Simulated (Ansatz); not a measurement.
## Si2Mo under changes of volume

One of the cells (13.416 Å³/atom); the others are scaled copies at fixed shape and fractional positions:

```
CELL_PARAMETERS angstrom
-1.60000 1.60000 3.93050
1.60000 -1.60000 3.93050
1.60000 1.60000 -3.93050
ATOMIC_POSITIONS crystal
Mo 0.00000 0.00000 0.00000
Si 0.66700 0.66700 0.00000
Si 0.33300 0.33300 0.00000
```

* Program: Ansatz 0.2.0
* Functional: PBEsol
* Dispersion: D4
* Potentials or basis: Ansatz PAW
* Cutoff: 420 eV (not typed: the program's choice for these potentials)
* k mesh: 12 × 12 × 12
* Occupations: fermi-dirac, width 0.05 eV
* Spin: no spin polarisation

| volume (Å³/atom) | energy over the lowest point (meV/atom) | pressure (GPa) | largest force (eV/Å) |
| --- | --- | --- | --- |
| 12.611 | ? | ? | ? |
| 12.879 | 0.71 | 2.9 | 0.267 |
| 13.148 | 0.00 | -1.9 | 0.299 |
| 13.416 | 6.95 | -6.3 | 0.330 |
| 13.684 | 20.77 | -10.1 | 0.359 |
| 13.953 | 40.71 | -13.6 | 0.385 |
| 14.221 | 66.14 | -16.7 | 0.410 |

Question: What does the run at 12.611 Å³/atom give?

Answer: Energy over the lowest point 9.97 meV/atom; pressure 8.3 GPa; largest force 0.232 eV/Å.

Worked out: A Birch-Murnaghan fit of order 3 (a polynomial in V^(-2/3)) to the other rows has its minimum at 13.04 Å³/atom with B0 = V·E''(V) = 232 GPa and B' = 4.4 at fixed shape and positions, which overstates the stiffness. It gives 9.96 meV/atom at 12.611 Å³/atom, against the run's 9.97, and -dE/dV = 8.3 GPa, against 8.3.

Energies are extrapolated to zero smearing.

Caveats: pairwise dispersion overbinds metals, which lowers pressure and volume; the PAW data sets come from PBE, with cores solved anew for the run's functional, which leaves a small shift of forces and pressure.
